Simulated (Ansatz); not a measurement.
A run of Ansatz 0.2.0 is set up as follows.

Contents of input.yaml:

```yaml
crystal:
  lattice:
    - [3.777, 0.0, 0.0]
    - [-1.8885, 3.2709779501, 0.0]
    - [0.0, 0.0, 6.498]
  atoms:
    - { symbol: Te, position: [0.3333333333, 0.6666666667, 0.7372] }
    - { symbol: Te, position: [0.6666666667, 0.3333333333, 0.2628] }
    - { symbol: Ti, position: [0.0, 0.0, 0.0] }
hamiltonian:
  xc: { exchange: pbesol, correlation: pbesol, exx: { coeff: 0.25 } }
  pseudopotentials: { kind: paw }
kpoints:
  mp_grid: { grid: [5, 5, 3] }
scf:
  occupations: { method: fermi_dirac, width: 0.1 }
output:
  forces: true
  stress: true
  eigenvalues: true
```

Potentials or basis: Ansatz PAW.

Launch:

```bash
$ ansatz run input.yaml --threads 2 --pin off --max-ram 5632MiB --backend cpu --events-out ev --progress --plain --runs-dir out
```

(1) Predict the band gap on the k mesh.

(2) Predict the pressure.

Results:

(1) none (metal or under the smearing width).

(2) -2.7 GPa.

Caveat: the k mesh is coarse (spacing up to 0.38 Å⁻¹), so the values aren't converged, least of all with exact exchange; the PAW data sets come from PBE, with cores solved anew for the run's functional, which leaves a small shift of forces and pressure; the thresholds are loose for stress.
